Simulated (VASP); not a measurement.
# CoSi (P2_13) in VASP: notebook

The runs below take CoSi through relaxation of cell and atoms, single point, with AM05, PBE.

Everything below comes from runs of VASP 6.6.1. Logs are shortened: lines on timing, memory, paths and dates and some standing lists are left out, and cuts for length are marked.

## (1) The crystal as given

It takes space group P2_13 (No. 198, cubic). Conventional cell: a = 4.438 Å, b = 4.438 Å, c = 4.438 Å, α = 90.00°, β = 90.00°, γ = 90.00°. Around Co (site symmetry 3) lie 7 Si at 2.28 to 2.47 Å. Around Si (site symmetry 3) lie 7 Co at 2.28 to 2.47 Å.

## (2) Relaxation of cell and atoms, AM05, collinear spin, ferromagnetic start

File INCAR:

```
SYSTEM = CoSi
ALGO = Normal
EDIFF = 1E-7
EDIFFG = -0.005
ENCUT = 600
GGA = AM
IBRION = 2
ISIF = 3
ISMEAR = -1
ISPIN = 2
LASPH = .True.
LCHARG = .False.
LMAXMIX = 4
LORBIT = 11
LREAL = .False.
LWAVE = .False.
MAGMOM = 2 2 2 2 0 0 0 0
NELM = 100
NSW = 40
PREC = Accurate
SIGMA = 0.05
```

File KPOINTS:

```
k-points
0
Gamma
  6 6 6
  0 0 0
```

File POSCAR:

```
CoSi
1.0
    4.4380000000      0.0000000000      0.0000000000
    0.0000000000      4.4380000000      0.0000000000
    0.0000000000      0.0000000000      4.4380000000
Co Si
4 4
Direct
    0.8600000000      0.6400000000      0.3600000000
    0.6400000000      0.3600000000      0.8600000000
    0.3600000000      0.8600000000      0.6400000000
    0.1400000000      0.1400000000      0.1400000000
    0.1570000000      0.3430000000      0.6570000000
    0.3430000000      0.6570000000      0.1570000000
    0.6570000000      0.1570000000      0.3430000000
    0.8430000000      0.8430000000      0.8430000000
```

Potentials or basis: VASP PAW PBE potentials, release 64 (Co, Si).

Run with:

```bash
$ cat potpaw_PBE.64/Co/POTCAR potpaw_PBE.64/Si/POTCAR > POTCAR
$ mpirun -np 1 vasp_std > vasp.out
```

OUTCAR:

```text
SYSTEM = CoSi
   EDIFF = 1E-7
   EDIFFG = -0.005
   ENCUT = 600
   GGA = AM
   IBRION = 2
   ISIF = 3
   ISMEAR = -1
   ISPIN = 2
   LASPH = .True.
   LORBIT = 11
   LREAL = .False.
   NELM = 100
   NSW = 40
   PREC = Accurate

 ion  position               nearest neighbor table
   1  0.860  0.640  0.360-   5 2.28   6 2.33   7 2.33   8 2.33   7 2.47   8 2.47   6 2.47   2 2.72
                             2 2.72   4 2.72   4 2.72   3 2.72   3 2.72
   2  0.640  0.360  0.860-   6 2.28   5 2.33   7 2.33   8 2.33   5 2.47   7 2.47   8 2.47   1 2.72
                             1 2.72   3 2.72   3 2.72   4 2.72   4 2.72
   3  0.360  0.860  0.640-   7 2.28   6 2.33   5 2.33   8 2.33   6 2.47   5 2.47   8 2.47   4 2.72
                             2 2.72   2 2.72   4 2.72   1 2.72   1 2.72
   4  0.140  0.140  0.140-   8 2.28   6 2.33   7 2.33   5 2.33   6 2.47   5 2.47   7 2.47   1 2.72
                             3 2.72   3 2.72   1 2.72   2 2.72   2 2.72
   5  0.157  0.343  0.657-   1 2.28   2 2.33   3 2.33   4 2.33   3 2.47   4 2.47   2 2.47   8 2.75
                             6 2.75   6 2.75   8 2.75   7 2.75   7 2.75
   6  0.343  0.657  0.157-   2 2.28   1 2.33   3 2.33   4 2.33   1 2.47   3 2.47   4 2.47   8 2.75
                             5 2.75   5 2.75   7 2.75   7 2.75   8 2.75
   7  0.657  0.157  0.343-   3 2.28   2 2.33   1 2.33   4 2.33   2 2.47   1 2.47   4 2.47   8 2.75
                             8 2.75   5 2.75   6 2.75   6 2.75   5 2.75
   8  0.843  0.843  0.843-   4 2.28   2 2.33   3 2.33   1 2.33   2 2.47   1 2.47   3 2.47   5 2.75
                             6 2.75   7 2.75   7 2.75   5 2.75   6 2.75

  LATTYP: Found a simple cubic cell.
 ALAT       =     4.4380000000

  Lattice vectors:

 A1 = (   4.4380000000,   0.0000000000,   0.0000000000)
 A2 = (   0.0000000000,   4.4380000000,   0.0000000000)
 A3 = (   0.0000000000,   0.0000000000,   4.4380000000)

Analysis of symmetry for initial positions (statically):
=====================================================================
 Subroutine PRICEL returns:
 Original cell was already a primitive cell.

 Routine SETGRP: Setting up the symmetry group for a
 simple cubic supercell.

 Subroutine GETGRP returns: Found 12 space group operations
 (whereof  3 operations were pure point group operations)
 out of a pool of 48 trial point group operations.

The static configuration has the point symmetry C_3 .
 The point group associated with its full space group is T   .

Analysis of symmetry for dynamics (positions and initial velocities):
=====================================================================
 Subroutine PRICEL returns:
 Original cell was already a primitive cell.

 Routine SETGRP: Setting up the symmetry group for a
 simple cubic supercell.

 Subroutine GETGRP returns: Found 12 space group operations
 (whereof  3 operations were pure point group operations)
 out of a pool of 48 trial point group operations.

The dynamic configuration has the point symmetry C_3 .
 The point group associated with its full space group is T   .

Analysis of structural, dynamic, and magnetic symmetry:
=====================================================================
 Subroutine PRICEL returns:
 Original cell was already a primitive cell.

 Routine SETGRP: Setting up the symmetry group for a
 simple cubic supercell.

 Subroutine GETGRP returns: Found 12 space group operations
 (whereof  3 operations were pure point group operations)
 out of a pool of 48 trial point group operations.

The overall configuration has the point symmetry C_3 .
 The point group associated with its full space group is T   .

 Subroutine INISYM returns: Found 12 space group operations
 (whereof  3 operations are pure point group operations),
 and found     1 'primitive' translations

----------------------------------------------------------------------------------------

                                     Primitive cell

  volume of cell :      87.4102

  direct lattice vectors                    reciprocal lattice vectors
     4.438000000  0.000000000  0.000000000     0.225326724  0.000000000  0.000000000
     0.000000000  4.438000000  0.000000000     0.000000000  0.225326724  0.000000000
     0.000000000  0.000000000  4.438000000     0.000000000  0.000000000  0.225326724

  length of vectors
     4.438000000  4.438000000  4.438000000     0.225326724  0.225326724  0.225326724

  position of ions in fractional coordinates (direct lattice)
[... 47 lines left out ...]
            Coordinates               Weight
  0.000000  0.000000  0.000000      1.000000
  0.166667  0.000000  0.000000      6.000000
  0.333333  0.000000  0.000000      6.000000
  0.500000  0.000000  0.000000      3.000000
  0.166667  0.166667  0.000000     12.000000
  0.333333  0.166667  0.000000     12.000000
[... 16 lines left out ...]
  0.500000  0.500000  0.333333      6.000000
  0.500000  0.500000  0.500000      1.000000
   k-points           NKPTS =     24   k-points in BZ     NKDIM =     24   number of bands    NBANDS=     35
   number of dos      NEDOS =    301   number of ions     NIONS =      8
   total plane-waves  NPLWV =  46656
   dimension x,y,z NGX =    36 NGY =   36 NGZ =   36
   dimension x,y,z NGXF=    72 NGYF=   72 NGZF=   72
   ions per type =               4   4
   NGX,Y,Z   is equivalent  to a cutoff of  13.49, 13.49, 13.49 a.u.
   NGXF,Y,Z  is equivalent  to a cutoff of  26.97, 26.97, 26.97 a.u.
 SYSTEM =  CoSi
   PREC   = accura    normal or accurate (medium, high low for compatibility)
   ISTART =      0    job   : 0-new  1-cont  2-samecut
   ICHARG =      2    charge: 1-file 2-atom 10-const
   ISPIN  =      2    spin polarized calculation?
   LNONCOLLINEAR =      F non collinear calculations
   LSORBIT =      F    spin-orbit coupling
   LASPH  =      T    aspherical Exc in radial PAW
   ENCUT  =  600.0 eV  44.10 Ry    6.64 a.u.   8.86  8.86  8.86*2*pi/ulx,y,z
   NELM   =    100;   NELMIN=  2; NELMDL= -5     # of ELM steps
   EDIFF  = 0.1E-06   stopping-criterion for ELM
   LREAL  =      F    real-space projection
   EDIFFG = -.5E-02   stopping-criterion for IOM
   NSW    =     40    number of steps for IOM
   IBRION =      2    ionic relax: 0-MD 1-quasi-New 2-CG
   NFREE  =      1    steps in history (QN), initial steepest desc. (CG)
   ISIF   =      3    stress and relaxation
   ISYM   =      2    0-nonsym 1-usesym 2-fastsym
   POTIM  = 0.5000    time-step for ionic-motion
   TEBEG  =    0.0;   TEEND  =   0.0 temperature during run
   PSTRESS=    0.0 pullay stress
   NELECT =      52.0000    total number of electrons
   NUPDOWN=      -1.0000    fix difference up-down
   EMIN   =  10.00;   EMAX   =-10.00  energy-range for DOS
   EFERMI =   0.00;   METHOD = LEGACY
   ISMEAR =    -1;   SIGMA  =   0.05  broadening in eV -4-tet -1-fermi 0-gaus
   EFERMI_NEDOS =   21; number of points for ismear=-14 and -15
   IALGO  =     38    algorithm
   IMIX   =      4    mixing-type and parameters
     AMIX     =   0.40;   BMIX     =  1.00
     AMIX_MAG =   1.60;   BMIX_MAG =  1.00
  volume/ion in A,a.u.               =      10.93        73.73
  Fermi-wavevector in a.u.,A,eV,Ry     =   1.376856  2.601881 25.793021  1.895734
  Thomas-Fermi vector in A             =   2.502063
   LORBIT       =     11    0 simple, 1 ext, 2 COOP (PROOUT), +10 PAW based schemes
   GGA     = AM    functional components
   LHFCALC =     F    Hartree Fock is set to
   AEXX    =    0.0000 exact exchange contribution
   IVDW    =     0    specifies the selected vdW correction
   LEPSILON=     F    determine dielectric tensor
   LRPA    =     F    only Hartree local field effects (RPA)
 conjugate gradient relaxation of ions
 spin polarized calculation
  energy-cutoff  :      600.00
  volume of cell :       87.41
 maximum number of plane-waves:      2968
   NGX = 17   NGY = 17   NGZ = 17

--------------------------------------- Ionic step        1  -------------------------------------------

 number of electron      51.9999992 magnetization       0.0159825

 number of electron      51.9999992 magnetization      -0.0001068

 Free energy of the ion-electron system (eV)
  ---------------------------------------------------
  ext. energy  EPLUGINS =         0.00000000
  ---------------------------------------------------
  free energy    TOTEN  =       -58.58234772 eV

  energy without entropy =      -58.56778891  energy(sigma->0) =      -58.57506832

------------------------ aborting loop because EDIFF is reached ----------------------------------------

  FORCE on cell =-STRESS in cart. coord.  units (eV):
  Direction    XX          YY          ZZ          XY          YZ          ZX
  --------------------------------------------------------------------------------------
  -------------------------------------------------------------------------------------
  Total       -4.6105281     -4.6105281     -4.6105281      0.0000000      0.0000000      0.0000000
  in kB      -84.5083002    -84.5083002    -84.5083002      0.0000000      0.0000000      0.0000000
  external PRESSURE =     -84.5083002 kB  Pullay stress =       0.0000000 kB
[... 339 lines left out ...]
 number of electron      51.9999984 magnetization      -0.0000000

 number of electron      51.9999984 magnetization       0.0000001

 Free energy of the ion-electron system (eV)
  ---------------------------------------------------
  ext. energy  EPLUGINS =         0.00000000
  ---------------------------------------------------
  free energy    TOTEN  =       -58.70714154 eV

  energy without entropy =      -58.69443371  energy(sigma->0) =      -58.70078763

 E-fermi :  12.5886     XC(G=0): -13.1665

 val. band max:       12.5533520278   @ k =   0.0000   0.0000   0.0000
 cond. band min:      12.6454012558   @ k =   0.5000   0.5000   0.3333
 fundamental gap:      0.0920492280
 Fermi energy:        12.5886324528

 spin component 1

 k-point     1 :       0.0000    0.0000    0.0000
  band No.  band energies     occupation
      1      -1.4099      1.00000
      2       4.2248      1.00000
      3       4.2248      1.00000
      4       4.2248      1.00000
      5       6.8905      1.00000
      6       6.8905      1.00000
[... 901 lines left out ...]
     34      18.5453      0.00000
     35      18.5453      0.00000
 Fermi energy:        12.5886324528

 spin component 2

 k-point     1 :       0.0000    0.0000    0.0000
  band No.  band energies     occupation
      1      -1.4099      1.00000
      2       4.2248      1.00000
      3       4.2248      1.00000
      4       4.2248      1.00000
      5       6.8905      1.00000
      6       6.8905      1.00000
[... 936 lines left out ...]
  FREE ENERGIE OF THE ION-ELECTRON SYSTEM (eV)
  ---------------------------------------------------
  free  energy   TOTEN  =       -58.7071415449 eV

  energy  without entropy=      -58.6944337098  energy(sigma->0) =      -58.70078763

 reached required accuracy - stopping structural energy minimisation

 total charge

# of ion       s       p       d       tot
------------------------------------------
    1        0.454   0.659   7.602   8.714
    2        0.454   0.659   7.602   8.714
    3        0.454   0.659   7.602   8.714
    4        0.454   0.659   7.602   8.714
    5        0.721   0.904   0.000   1.626
    6        0.721   0.904   0.000   1.626
    7        0.721   0.904   0.000   1.626
    8        0.721   0.904   0.000   1.626
--------------------------------------------------
tot          4.700   6.252  30.407  41.359

 magnetization (x)

# of ion       s       p       d       tot
------------------------------------------
    1        0.000  -0.000  -0.000  -0.000
    2        0.000  -0.000  -0.000  -0.000
    3        0.000  -0.000  -0.000  -0.000
    4        0.000  -0.000  -0.000  -0.000
    5        0.000   0.000   0.000   0.000
    6        0.000   0.000   0.000   0.000
    7        0.000   0.000   0.000   0.000
    8        0.000   0.000   0.000   0.000
--------------------------------------------------
tot          0.000   0.000  -0.000   0.000
```

Wall time 8.9 min (1 thread of AMD EPYC 9R45 (Zen 5), shared host); peak memory 0.3 GiB.

What came out:

```yaml
Free_energy: -58.7071 eV
Relaxed_volume: 10.49 Å³/atom
Relaxed_cell: a = 4.378 Å, b = 4.378 Å, c = 4.378 Å, α = 90.00°, β = 90.00°, γ = 90.00°
Space_group_after_relaxing_to_0.05_Å: P2_13 (No. 198)
Energy_gained_by_relaxing: 15.6 meV/atom
Ionic_steps: 9
Pressure_after_relaxing: 0.0 GPa
Band_gap_on_the_k_mesh: none (metal or under the smearing width)
Net_moment: 0.00 μB per cell
Valence_electrons_inside_the_program's_atomic_spheres: Co 8.71; Si 1.63
```

The path:
```csv
step,energy change (eV),largest force (eV/Å),pressure (GPa),volume (Å³)
1,0.0000,0.2685,-8.45,87.41
2,0.0435,0.4689,12.93,80.32
3,-0.0948,0.3646,0.33,84.09
4,-0.1139,0.2202,0.33,83.98
5,-0.1246,0.0346,0.25,83.82
6,-0.1246,0.0340,0.26,83.81
7,-0.1246,0.0043,-0.47,84.05
8,-0.1247,0.0191,-0.09,83.92
9,-0.1248,0.0011,0.00,83.89
```

Final structure:
```yaml
crystal:
  lattice:
    - [4.37755, 0.00000, 0.00000]
    - [0.00000, 4.37755, 0.00000]
    - [0.00000, 0.00000, 4.37755]
  atoms:
    - { symbol: Co, position: [0.85395, 0.64605, 0.35395] }
    - { symbol: Co, position: [0.64605, 0.35395, 0.85395] }
    - { symbol: Co, position: [0.35395, 0.85395, 0.64605] }
    - { symbol: Co, position: [0.14605, 0.14605, 0.14605] }
    - { symbol: Si, position: [0.15641, 0.34359, 0.65641] }
    - { symbol: Si, position: [0.34359, 0.65641, 0.15641] }
    - { symbol: Si, position: [0.65641, 0.15641, 0.34359] }
    - { symbol: Si, position: [0.84359, 0.84359, 0.84359] }
```

Caveat: the starting moments collapsed, and a magnetic state may lie lower; the PAW data sets were made with another functional, which shifts forces and pressure a little.

## (3) Single point, PBE, collinear spin, ferromagnetic start

File INCAR:

```
PREC = Accurate ; ENCUT = 520
EDIFF = 1E-6 ; ISMEAR = 0
SIGMA = 0.012 ; LREAL = False
LASPH = True ; NELM = 120
ALGO = Fast ; ISIF = 2
LWAVE = False ; LCHARG = False
ISPIN = 2 ; MAGMOM = 2 2 2 2 0 0 0 0
LORBIT = 11 ; LMAXMIX = 4
GGA = PE
```

File KPOINTS:

```
regular mesh
0
Gamma
  6 6 6
```

POSCAR is that of step 2.

Potentials or basis: VASP PAW PBE potentials, release 64 (Co, Si).

Run with:

```bash
$ cat potpaw_PBE.64/Co/POTCAR potpaw_PBE.64/Si/POTCAR > POTCAR
$ mpirun -np 1 vasp_std > vasp.out
```

Wall time 3.1 min (1 thread of Intel Xeon Platinum 8488C (Sapphire Rapids), shared host); peak memory 0.29 GiB.

It converged, with:

- Free energy: -54.7256 eV
- Pressure: -0.4 GPa
- Largest force: 0.272 eV/Å
- Band gap on the k mesh: none (metal or under the smearing width)
- Net moment: 0.00 μB per cell
- Valence electrons inside the program's atomic spheres: Co 8.61; Si 1.61

Forces in eV/Å, atoms in the order of the input:
```
Co  -0.157  0.157 -0.157
Co   0.157 -0.157 -0.157
Co  -0.157 -0.157  0.157
Co   0.157  0.157  0.157
Si   0.019 -0.019  0.019
Si  -0.019  0.019  0.019
Si   0.019  0.019 -0.019
Si  -0.019 -0.019 -0.019
```

Levels at points of the mesh, in eV from the Fermi level:
Spin up:
```tsv
k point	band 23	band 24	band 25	band 26	band 27	band 28	band 29	band 30
(0.00, 0.00, 0.00)	-0.76	-0.76	0.01	0.01	0.01	2.48	2.48	2.48
(0.50, 0.00, 0.00)	-0.65	-0.65	-0.45	-0.45	1.01	1.01	1.47	1.47
(0.50, 0.50, 0.00)	-0.99	-0.99	-0.01	-0.01	0.58	0.58	2.00	2.00
(0.50, 0.50, 0.50)	-1.20	-1.20	-0.19	-0.19	-0.19	-0.19	5.35	5.35
```
Spin down:
```csv
k point,band 23,band 24,band 25,band 26,band 27,band 28,band 29,band 30
"(0.00, 0.00, 0.00)",-0.76,-0.76,0.01,0.01,0.01,2.48,2.48,2.48
"(0.50, 0.00, 0.00)",-0.65,-0.65,-0.45,-0.45,1.01,1.01,1.47,1.47
"(0.50, 0.50, 0.00)",-0.99,-0.99,-0.01,-0.01,0.58,0.58,2.00,2.00
"(0.50, 0.50, 0.50)",-1.20,-1.20,-0.19,-0.19,-0.19,-0.19,5.35,5.35
```

Caveat: the starting moments collapsed, and a magnetic state may lie lower.

## (4) Single point, PBE, collinear spin, ferromagnetic start

File INCAR:

```
PREC = Accurate
ENCUT = 520
EDIFF = 1E-6
ISMEAR = 0
SIGMA = 0.015
LREAL = F
LASPH = T
NELM = 100
ALGO = Normal
ISIF = 2
LWAVE = F
LCHARG = T
ISPIN = 2
MAGMOM = 2 2 2 2 0 0 0 0
LORBIT = 11
LMAXMIX = 4
GGA = PE
LELF = T
LVHAR = T
NBANDS = 40
```

File KPOINTS:

```
Automatic mesh
0
Gamma
  6 6 6
```

POSCAR is that of step 3.

Run with:

```bash
$ cat potpaw_PBE.64/Co/POTCAR potpaw_PBE.64/Si/POTCAR > POTCAR
$ mpirun -np 1 vasp_std > vasp.out
```

Wall time 82 s (1 thread of Intel Xeon 6975P-C (Granite Rapids), shared host); peak memory 0.29 GiB.

It converged, with:

```
Free energy                                           : -54.7256 eV
Pressure                                              : -0.4 GPa
Largest force                                         : 0.272 eV/Å
Band gap on the k mesh                                : none (metal or under the smearing width)
Net moment                                            : 0.00 μB per cell
Valence electrons inside the program's atomic spheres : Co 8.61; Si 1.61
```

Forces on the atoms (eV/Å):
```
Co  -0.157  0.157 -0.157
Co   0.157 -0.157 -0.157
Co  -0.157 -0.157  0.157
Co   0.157  0.157  0.157
Si   0.019 -0.019  0.019
Si  -0.019  0.019  0.019
Si   0.019  0.019 -0.019
Si  -0.019 -0.019 -0.019
```

Levels at points of the mesh, in eV from the Fermi level:
Spin up:
```
           k point  band 24  band 25  band 26  band 27  band 28  band 29
(0.00, 0.00, 0.00)    -0.76     0.00     0.00     0.00     2.48     2.48
(0.50, 0.00, 0.00)    -0.65    -0.45    -0.45     1.01     1.01     1.47
(0.50, 0.50, 0.00)    -0.99    -0.01    -0.01     0.58     0.58     2.00
(0.50, 0.50, 0.50)    -1.20    -0.19    -0.19    -0.19    -0.19     5.35
```
Spin down:
| k point | band 23 | band 24 | band 25 | band 26 | band 27 | band 28 | band 29 | band 30 |
| --- | --- | --- | --- | --- | --- | --- | --- | --- |
| (0.00, 0.00, 0.00) | -0.76 | -0.76 | 0.00 | 0.00 | 0.00 | 2.48 | 2.48 | 2.48 |
| (0.50, 0.00, 0.00) | -0.65 | -0.65 | -0.45 | -0.45 | 1.01 | 1.01 | 1.47 | 1.47 |
| (0.50, 0.50, 0.00) | -0.99 | -0.99 | -0.01 | -0.01 | 0.58 | 0.58 | 2.00 | 2.00 |
| (0.50, 0.50, 0.50) | -1.20 | -1.20 | -0.19 | -0.19 | -0.19 | -0.19 | 5.35 | 5.35 |

Caveat: the starting moments collapsed, and a magnetic state may lie lower.

[end of part 1 of 2]
